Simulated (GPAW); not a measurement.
# CoSi2 (Fm-3m) in GPAW: notebook

Aim: see how the results for CoSi2 move with the level of theory and the settings. Levels: PBEsol, PBEsol+D3. Tasks: relaxation of cell and atoms.

Everything below comes from runs of GPAW 26.7.0. Logs are shortened: lines on timing, memory, paths and dates and some standing lists are left out, and cuts for length are marked. The log counts tension as positive stress, the text compression.

### 1 Starting point

Symmetry: Fm-3m, No. 225, cubic system. Conventional cell: a = 5.356 Å, b = 5.356 Å, c = 5.356 Å, α = 90.00°, β = 90.00°, γ = 90.00°. Co (site symmetry m-3m) is surrounded by 8 Si at 2.32 Å. Around Si (site symmetry -43m) lie 4 Co at 2.32 Å.

### 2 Relaxation of cell and atoms, PBEsol, collinear spin, ferromagnetic start

run.py

```python
from ase import Atoms
from ase.filters import FrechetCellFilter
from ase.io import write
from ase.optimize import BFGS
from gpaw import GPAW, PW, setup_paths

setup_paths.insert(0, '.')

atoms = Atoms(['Co', 'Si', 'Si'],
              cell=[[0.0, 2.678, 2.678],
                    [2.678, 0.0, 2.678],
                    [2.678, 2.678, 0.0]],
              scaled_positions=[[0.0, 0.0, 0.0],
                                [0.75, 0.75, 0.75],
                                [0.25, 0.25, 0.25]],
              pbc=True)
atoms.set_initial_magnetic_moments([2.0, 0.0, 0.0])

calc = GPAW(mode=PW(600),
            xc='PBEsol',
            kpts={'size': (9, 9, 9), 'gamma': True},
            occupations={'name': 'fermi-dirac', 'width': 0.05},
            nbands=20,
            convergence={'density': 1e-05, 'forces': 0.0001},
            maxiter=150,
            txt='gpaw.txt')
atoms.calc = calc
opt = BFGS(FrechetCellFilter(atoms), trajectory='relax.traj', logfile='-')
done = opt.run(fmax=0.02, steps=60)
calc.write('gs.gpw')
write('result.traj', atoms)
print('Converged:', done)
print('Cell:', atoms.cell.cellpar().round(4))
print('Volume:', round(atoms.get_volume(), 4))
print(atoms.get_scaled_positions().round(5))
```

Potentials or basis: PAW data sets generated in the run's folder for this functional, pw.

Command:

```bash
gpaw-setup -f PBEsol Co Si
OMP_NUM_THREADS=1 python run.py
```

gpaw.txt:

```text
__  _  _
 | _ |_)|_||  |
 |__||  | ||/\| - 26.7.0

Input parameters:
  mode=PW(ecut=600.0),
  convergence={'density': 1e-05, 'forces': 0.0001},
  kpts=MonkhorstPack(size=(9, 9, 9), gamma=True),
  maxiter=150,
  nbands=20,
  occupations=Occupations(name='fermi-dirac', width=0.05),
  xc=XC(name='PBEsol')

Diagonalizing LCAO Hamiltonian
Converting LCAO to pw mode

                    Si

           Si

       Co

Atoms  # Å, Bohr magnetons
|   | symbol |        x |        y |        z |    initial magnetic moments |
|---|--------|----------|----------|----------|-----------------------------|
| 0 |     Co | 0.000000 | 0.000000 | 0.000000 | ( 0.0000,  0.0000,  2.0000) |
| 1 |     Si | 4.017000 | 4.017000 | 4.017000 | ( 0.0000,  0.0000,  0.0000) |
| 2 |     Si | 1.339000 | 1.339000 | 1.339000 | ( 0.0000,  0.0000,  0.0000) |

Unit cell  # Å
| periodic |        x |        y |        z |  lengths |    angles |
|----------|----------|----------|----------|----------|-----------|
|      yes | 0.000000 | 2.678000 | 2.678000 | 3.787264 | 60.000000 |
|      yes | 2.678000 | 0.000000 | 2.678000 | 3.787264 | 60.000000 |
|      yes | 2.678000 | 2.678000 | 0.000000 | 3.787264 | 60.000000 |

Number of symmetries: 48
Symmetry operations  # r_c * U_cc + t_c -> r_c
|    | kind |            matrix            |
|----|------|------------------------------|
|  0 |  σ   |  1, 0, 0,  1, 0,-1,  1,-1, 0 |
|  1 |  C2  |  1, 0, 0,  1,-1, 0,  1, 0,-1 |
|  2 |  E   |  1, 0, 0,  0, 1, 0,  0, 0, 1 |
|  3 |  σ   |  1, 0, 0,  0, 0, 1,  0, 1, 0 |
|  4 |  C4  |  1, 0,-1,  1, 0, 0,  1,-1, 0 |
|  5 |  S6  |  1, 0,-1,  1,-1, 0,  1, 0, 0 |
|  6 |  σ   |  1, 0,-1,  0, 1,-1,  0, 0,-1 |
|  7 |  C3  |  1, 0,-1,  0, 0,-1,  0, 1,-1 |
|  8 |  S6  |  1,-1, 0,  1, 0, 0,  1, 0,-1 |
|  9 |  C4  |  1,-1, 0,  1, 0,-1,  1, 0, 0 |
| 10 |  C3  |  1,-1, 0,  0,-1, 1,  0,-1, 0 |
| 11 |  σ   |  1,-1, 0,  0,-1, 0,  0,-1, 1 |
| 12 |  σ   |  0, 1, 0,  1, 0, 0,  0, 0, 1 |
| 13 |  C4  |  0, 1, 0,  0, 1,-1, -1, 1, 0 |
| 14 |  C3  |  0, 1, 0,  0, 0, 1,  1, 0, 0 |
| 15 |  S6  |  0, 1, 0, -1, 1, 0,  0, 1,-1 |
| 16 |  C2  |  0, 1,-1,  1, 0,-1,  0, 0,-1 |
| 17 |  σ   |  0, 1,-1,  0, 1, 0, -1, 1, 0 |
| 18 |  S4  |  0, 1,-1,  0, 0,-1,  1, 0,-1 |
| 19 |  C4  |  0, 1,-1, -1, 1, 0,  0, 1, 0 |
| 20 |  C3  |  0, 0, 1,  1, 0, 0,  0, 1, 0 |
| 21 |  σ   |  0, 0, 1,  0, 1, 0,  1, 0, 0 |
[... 227 lines left out ...]
Stress tensor  # eV/Ang^3
|        x |        y |        z |
|----------|----------|----------|
| 0.021741 | 0.000000 | 0.000000 |
| 0.000000 | 0.021741 | 0.000000 |
| 0.000000 | 0.000000 | 0.021741 |

Forces  # eV/Ang
|        x |        y |        z |
|----------|----------|----------|
|  0.00000 |  0.00000 |  0.00000 |  # Co   0
| -0.00000 | -0.00000 | -0.00000 |  # Si   1
| -0.00000 |  0.00000 |  0.00000 |  # Si   2

Interpolating wave functions to new cell

                    Si

           Si

       Co

Atoms  # Å, Bohr magnetons
|   | symbol |         x |         y |        z |    initial magnetic moments |
|---|--------|-----------|-----------|----------|-----------------------------|
| 0 |     Co | -0.000000 | -0.000000 | 0.000000 | ( 0.0000,  0.0000,  0.0000) |
| 1 |     Si |  4.011679 |  4.011679 | 4.011679 | ( 0.0000,  0.0000,  0.0000) |
| 2 |     Si |  1.337226 |  1.337226 | 1.337226 | ( 0.0000,  0.0000,  0.0000) |

Unit cell  # Å
| periodic |         x |         y |         z |  lengths |    angles |
|----------|-----------|-----------|-----------|----------|-----------|
|      yes | -0.000000 |  2.674453 |  2.674453 | 3.782247 | 60.000000 |
|      yes |  2.674453 | -0.000000 |  2.674453 | 3.782247 | 60.000000 |
|      yes |  2.674453 |  2.674453 | -0.000000 | 3.782247 | 60.000000 |

Number of symmetries: 48
Symmetry operations  # r_c * U_cc + t_c -> r_c
|    | kind |            matrix            |
|----|------|------------------------------|
|  0 |  σ   |  1, 0, 0,  1, 0,-1,  1,-1, 0 |
|  1 |  C2  |  1, 0, 0,  1,-1, 0,  1, 0,-1 |
|  2 |  E   |  1, 0, 0,  0, 1, 0,  0, 0, 1 |
|  3 |  σ   |  1, 0, 0,  0, 0, 1,  0, 1, 0 |
|  4 |  C4  |  1, 0,-1,  1, 0, 0,  1,-1, 0 |
|  5 |  S6  |  1, 0,-1,  1,-1, 0,  1, 0, 0 |
|  6 |  σ   |  1, 0,-1,  0, 1,-1,  0, 0,-1 |
|  7 |  C3  |  1, 0,-1,  0, 0,-1,  0, 1,-1 |
|  8 |  S6  |  1,-1, 0,  1, 0, 0,  1, 0,-1 |
|  9 |  C4  |  1,-1, 0,  1, 0,-1,  1, 0, 0 |
| 10 |  C3  |  1,-1, 0,  0,-1, 1,  0,-1, 0 |
| 11 |  σ   |  1,-1, 0,  0,-1, 0,  0,-1, 1 |
| 12 |  σ   |  0, 1, 0,  1, 0, 0,  0, 0, 1 |
| 13 |  C4  |  0, 1, 0,  0, 1,-1, -1, 1, 0 |
| 14 |  C3  |  0, 1, 0,  0, 0, 1,  1, 0, 0 |
| 15 |  S6  |  0, 1, 0, -1, 1, 0,  0, 1,-1 |
| 16 |  C2  |  0, 1,-1,  1, 0,-1,  0, 0,-1 |
| 17 |  σ   |  0, 1,-1,  0, 1, 0, -1, 1, 0 |
| 18 |  S4  |  0, 1,-1,  0, 0,-1,  1, 0,-1 |
| 19 |  C4  |  0, 1,-1, -1, 1, 0,  0, 1, 0 |
| 20 |  C3  |  0, 0, 1,  1, 0, 0,  0, 1, 0 |
| 21 |  σ   |  0, 0, 1,  0, 1, 0,  1, 0, 0 |
[... 177 lines left out ...]
Energy contributions:
  Kinetic:          19.325096
  Coulomb:         -13.818144
  Zero:             -0.056319
  External:          0.000000
  Xc:              -27.579421
  Entropy:          -0.010139
  Spinorbit:         0.000000
  ----------------------------
  Free energy:     -22.138926
  Extrapolated:    -22.133857

dipole moment: (-14.490344, -14.490344, -14.490344)  # |e|*Ang

Total magnetic moment: (0.000000, 0.000000, -0.000000)

Local magnetic moments
|        x |        y |         z |
|----------|----------|-----------|
| 0.000000 | 0.000000 | -0.000000 |  # Co   0
| 0.000000 | 0.000000 | -0.000000 |  # Si   1
| 0.000000 | 0.000000 | -0.000000 |  # Si   2

Fermi level: 9.574
Eigenvalues  # (at kpt = [0.000, 0.000, 0.000])
| band index |      eig [eV] | occ [0-1] |      eig [eV] | occ [0-1] |
|------------|---------------|-----------|---------------|-----------|
|          0 |        -3.572 |     1.000 |        -3.572 |     1.000 |
|          1 |         5.510 |     1.000 |         5.510 |     1.000 |
|          2 |         5.510 |     1.000 |         5.510 |     1.000 |
|          3 |         5.510 |     1.000 |         5.510 |     1.000 |
|          4 |         7.692 |     1.000 |         7.692 |     1.000 |
|          5 |         7.692 |     1.000 |         7.692 |     1.000 |
|          6 |        10.425 |     0.000 |        10.425 |     0.000 |
|          7 |        13.005 |     0.000 |        13.005 |     0.000 |
|          8 |        13.005 |     0.000 |        13.005 |     0.000 |
|          9 |        13.005 |     0.000 |        13.005 |     0.000 |
|         10 |        13.086 |     0.000 |        13.086 |     0.000 |
|         11 |        13.086 |     0.000 |        13.086 |     0.000 |
|         12 |        13.086 |     0.000 |        13.086 |     0.000 |
|         13 |        15.287 |     0.000 |        15.287 |     0.000 |
|        ... |               |           |               |           |
|         19 |        24.538 |     0.000 |        24.538 |     0.000 |

No gap
No difference between direct/indirect transitions

Stress tensor  # eV/Ang^3
|         x |        y |         z |
|-----------|----------|-----------|
|  0.017256 | 0.000000 | -0.000000 |
|  0.000000 | 0.017256 |  0.000000 |
| -0.000000 | 0.000000 |  0.017256 |

Forces  # eV/Ang
|        x |        y |        z |
|----------|----------|----------|
|  0.00000 |  0.00000 | -0.00000 |  # Co   0
| -0.00000 |  0.00000 |  0.00000 |  # Si   1
|  0.00000 | -0.00000 |  0.00000 |  # Si   2

Interpolating wave functions to new cell

                    Si

           Si

       Co

Atoms  # Å, Bohr magnetons
|   | symbol |         x |        y |         z |    initial magnetic moments |
|---|--------|-----------|----------|-----------|-----------------------------|
| 0 |     Co | -0.000000 | 0.000000 | -0.000000 | ( 0.0000,  0.0000, -0.0000) |
| 1 |     Si |  3.991656 | 3.991656 |  3.991656 | ( 0.0000,  0.0000, -0.0000) |
| 2 |     Si |  1.330552 | 1.330552 |  1.330552 | ( 0.0000,  0.0000, -0.0000) |

Unit cell  # Å
| periodic |         x |         y |        z |  lengths |    angles |
|----------|-----------|-----------|----------|----------|-----------|
|      yes | -0.000000 |  2.661104 | 2.661104 | 3.763369 | 60.000000 |
|      yes |  2.661104 | -0.000000 | 2.661104 | 3.763369 | 60.000000 |
|      yes |  2.661104 |  2.661104 | 0.000000 | 3.763369 | 60.000000 |

Number of symmetries: 48
Symmetry operations  # r_c * U_cc + t_c -> r_c
|    | kind |            matrix            |
|----|------|------------------------------|
|  0 |  σ   |  1, 0, 0,  1, 0,-1,  1,-1, 0 |
|  1 |  C2  |  1, 0, 0,  1,-1, 0,  1, 0,-1 |
|  2 |  E   |  1, 0, 0,  0, 1, 0,  0, 0, 1 |
|  3 |  σ   |  1, 0, 0,  0, 0, 1,  0, 1, 0 |
|  4 |  C4  |  1, 0,-1,  1, 0, 0,  1,-1, 0 |
|  5 |  S6  |  1, 0,-1,  1,-1, 0,  1, 0, 0 |
|  6 |  σ   |  1, 0,-1,  0, 1,-1,  0, 0,-1 |
|  7 |  C3  |  1, 0,-1,  0, 0,-1,  0, 1,-1 |
|  8 |  S6  |  1,-1, 0,  1, 0, 0,  1, 0,-1 |
|  9 |  C4  |  1,-1, 0,  1, 0,-1,  1, 0, 0 |
| 10 |  C3  |  1,-1, 0,  0,-1, 1,  0,-1, 0 |
| 11 |  σ   |  1,-1, 0,  0,-1, 0,  0,-1, 1 |
| 12 |  σ   |  0, 1, 0,  1, 0, 0,  0, 0, 1 |
| 13 |  C4  |  0, 1, 0,  0, 1,-1, -1, 1, 0 |
| 14 |  C3  |  0, 1, 0,  0, 0, 1,  1, 0, 0 |
| 15 |  S6  |  0, 1, 0, -1, 1, 0,  0, 1,-1 |
| 16 |  C2  |  0, 1,-1,  1, 0,-1,  0, 0,-1 |
| 17 |  σ   |  0, 1,-1,  0, 1, 0, -1, 1, 0 |
| 18 |  S4  |  0, 1,-1,  0, 0,-1,  1, 0,-1 |
| 19 |  C4  |  0, 1,-1, -1, 1, 0,  0, 1, 0 |
| 20 |  C3  |  0, 0, 1,  1, 0, 0,  0, 1, 0 |
| 21 |  σ   |  0, 0, 1,  0, 1, 0,  1, 0, 0 |
[... 178 lines left out ...]
Energy contributions:
  Kinetic:          21.905452
  Coulomb:         -15.834133
  Zero:             -0.056646
  External:          0.000000
  Xc:              -28.146602
  Entropy:          -0.010114
  Spinorbit:         0.000000
  ----------------------------
  Free energy:     -22.142043
  Extrapolated:    -22.136986

dipole moment: (-14.419485, -14.419485, -14.419485)  # |e|*Ang

Total magnetic moment: (0.000000, 0.000000, -0.000000)

Local magnetic moments
|        x |        y |         z |
|----------|----------|-----------|
| 0.000000 | 0.000000 | -0.000000 |  # Co   0
| 0.000000 | 0.000000 |  0.000000 |  # Si   1
| 0.000000 | 0.000000 |  0.000000 |  # Si   2

Fermi level: 9.769
Eigenvalues  # (at kpt = [0.000, 0.000, 0.000])
| band index |      eig [eV] | occ [0-1] |      eig [eV] | occ [0-1] |
|------------|---------------|-----------|---------------|-----------|
|          0 |        -3.493 |     1.000 |        -3.493 |     1.000 |
|          1 |         5.638 |     1.000 |         5.638 |     1.000 |
|          2 |         5.638 |     1.000 |         5.638 |     1.000 |
|          3 |         5.638 |     1.000 |         5.638 |     1.000 |
|          4 |         7.838 |     1.000 |         7.838 |     1.000 |
|          5 |         7.838 |     1.000 |         7.838 |     1.000 |
|          6 |        10.771 |     0.000 |        10.771 |     0.000 |
|          7 |        13.206 |     0.000 |        13.206 |     0.000 |
|          8 |        13.206 |     0.000 |        13.206 |     0.000 |
|          9 |        13.206 |     0.000 |        13.206 |     0.000 |
|         10 |        13.344 |     0.000 |        13.344 |     0.000 |
|         11 |        13.344 |     0.000 |        13.344 |     0.000 |
|         12 |        13.344 |     0.000 |        13.344 |     0.000 |
|         13 |        15.550 |     0.000 |        15.550 |     0.000 |
|        ... |               |           |               |           |
|         19 |        25.039 |     0.000 |        25.039 |     0.000 |

No gap
No difference between direct/indirect transitions

Stress tensor  # eV/Ang^3
|         x |         y |         z |
|-----------|-----------|-----------|
| -0.000460 |  0.000000 | -0.000000 |
|  0.000000 | -0.000460 | -0.000000 |
| -0.000000 | -0.000000 | -0.000460 |

Forces  # eV/Ang
|        x |        y |        z |
|----------|----------|----------|
|  0.00000 | -0.00000 | -0.00000 |  # Co   0
|  0.00000 |  0.00000 | -0.00000 |  # Si   1
| -0.00000 | -0.00000 | -0.00000 |  # Si   2

# Writing to gs.gpw (mode='')
```

It took 2.1 min on 1 thread of Arm Neoverse V2, shared host; peak memory 0.27 GiB.

Results:

```yaml
Free_energy: -22.1420 eV
Relaxed_volume: 12.56 Å³/atom
Relaxed_cell: a = 3.763 Å, b = 3.763 Å, c = 3.763 Å, α = 60.00°, β = 60.00°, γ = 60.00°
Space_group_after_relaxing_to_0.05_Å: Fm-3m (No. 225)
Energy_gained_by_relaxing: 1.9 meV/atom
Ionic_steps: 3
Pressure_after_relaxing: 0.1 GPa
Band_gap_on_the_k_mesh: none (metal or under the smearing width)
Net_moment: 0.00 μB per cell
```

The path:
| step | energy change (eV) | largest force (eV/Å) | pressure (GPa) | volume (Å³) |
| --- | --- | --- | --- | --- |
| 1 | 0.0000 | 0.0000 | -3.48 | 38.41 |
| 2 | -0.0025 | 0.0000 | -2.76 | 38.26 |
| 3 | -0.0056 | 0.0000 | 0.07 | 37.69 |

Final structure:
```
Co Si
1.0
     0.00000    2.66110    2.66110
     2.66110    0.00000    2.66110
     2.66110    2.66110    0.00000
Co Si
1 2
Cartesian
  0.0000 0.0000 0.0000
  3.9917 3.9917 3.9917
  1.3306 1.3306 1.3306
```

Levels at points of the mesh, in eV from the Fermi level:
Spin up:
| k point | band 7 | band 8 | band 9 | band 10 | band 11 | band 12 |
| --- | --- | --- | --- | --- | --- | --- |
| (0.00, 0.00, 0.00) | 1.00 | 3.44 | 3.44 | 3.44 | 3.57 | 3.57 |
Spin down:
```tsv
k point	band 6	band 7	band 8	band 9	band 10	band 11	band 12	band 13
(0.00, 0.00, 0.00)	-1.93	1.00	3.44	3.44	3.44	3.57	3.57	3.57
```

Caveat: each step starts from the last one's moments, so a moment once lost doesn't come back; the starting moments collapsed, and a magnetic state may lie lower; later steps reuse the first step's grids.

(Part 1 of 2 ends here.)
